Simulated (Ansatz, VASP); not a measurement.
## Two plane-wave programs on Ir

```
Ir
1.0
     2.74635    0.00000    0.00000
    -1.37317    2.37841    0.00000
     0.00000    0.00000    8.89772
Ir
4
Direct
  0.00000 0.00000 0.00000
  0.00000 0.00000 0.50000
  0.33333 0.66667 0.75000
  0.66667 0.33333 0.25000
```

Alike in both runs: functional PBE; k mesh 9 × 9 × 2; occupations gaussian, width 0.1 eV; no spin polarisation.

Ansatz relaxed the structure, and its values are those at the end. VASP's run is a single point on that final structure, the one shown.

|  | VASP | Ansatz |
| --- | --- | --- |
| version | VASP 6.6.1 | Ansatz 0.2.0 |
| potentials or method | VASP PAW PBE potentials, release 64 (Ir) | scalar-relativistic, plane waves, PAW |
| plane-wave cutoff (eV) | 520 | 420 |
| valence electrons in the cell | 36 | 68 |

Ansatz gave:

```
gap on the k mesh at the Fermi level (eV) : none
pressure (GPa)                            : 0.0
```

Question: Estimate VASP's values.

Answer: gap on the k mesh at the Fermi level (eV): none; pressure (GPa): 0.5.

A gap of «none» marks a metal or a gap that the smearing closes. With one functional, cell and mesh, what is left measures potentials, basis and numerics. The two sets of potentials don't hold the same shells in valence.

Spin-orbit coupling is left out, which matters for the levels of Ir.
